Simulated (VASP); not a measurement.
Wanted: the native input for a VASP 6.6.1 run.

```yaml
Task: single point
Functional: PBEsol
Potentials_or_basis: VASP PAW PBE potentials, release 64 (Cd, Se)
Cutoff: 520 eV
k_mesh: 10 × 10 × 10
Occupations: gaussian, width 0.1 eV
Spin: no spin polarisation
Dipole_correction: no
Further_INCAR_settings: ALGO = Fast; EDIFF = 1e-06; NBANDS = 16
```

The structure of CdSe lies in POSCAR:

```
CdSe
1.0
   -0.0096277593      2.9879679139      2.9715001345
    2.9999523187     -0.0242849451      2.9861573203
    2.9897497678      2.9924225488     -0.0140823942
Cd Se
1 1
Direct
    0.0067467931     -0.0411662244      0.0312043530
    0.4932532069      0.5411662244      0.4687956470
```

The cell comes from a database or a generator and needn't be the stable form of this composition.

The cell isn't the ideal one: all atoms moved at random, cell strained at random.

The input as run:

INCAR

```
PREC = Accurate
ENCUT = 520
EDIFF = 1E-6
ISMEAR = 0
SIGMA = 0.1
LREAL = F
LASPH = T
NELM = 100
ALGO = Fast
ISIF = 2
LWAVE = F
LCHARG = F
GGA = PS
NBANDS = 16
```

KPOINTS

```
Automatic mesh
0
Gamma
  10 10 10
```

Potentials or basis: VASP PAW PBE potentials, release 64 (Cd, Se).

The run is started by

```sh
$ cat potpaw_PBE.64/Cd/POTCAR potpaw_PBE.64/Se/POTCAR > POTCAR
$ mpirun -np 1 vasp_std > vasp.out
```

It gave:

```json
{
 "Pressure": "-7.0 GPa",
 "Largest force": "0.075 eV/Å",
 "Band gap on the k mesh": "none (metal or under the smearing width)"
}
```

Caveat: the PAW data sets were made with another functional, which shifts forces and pressure a little.

Wall time 100 s on 1 thread of Intel(R) Xeon(R) 6975P-C (Granite Rapids) (shared host), peak memory 0.53 GiB.
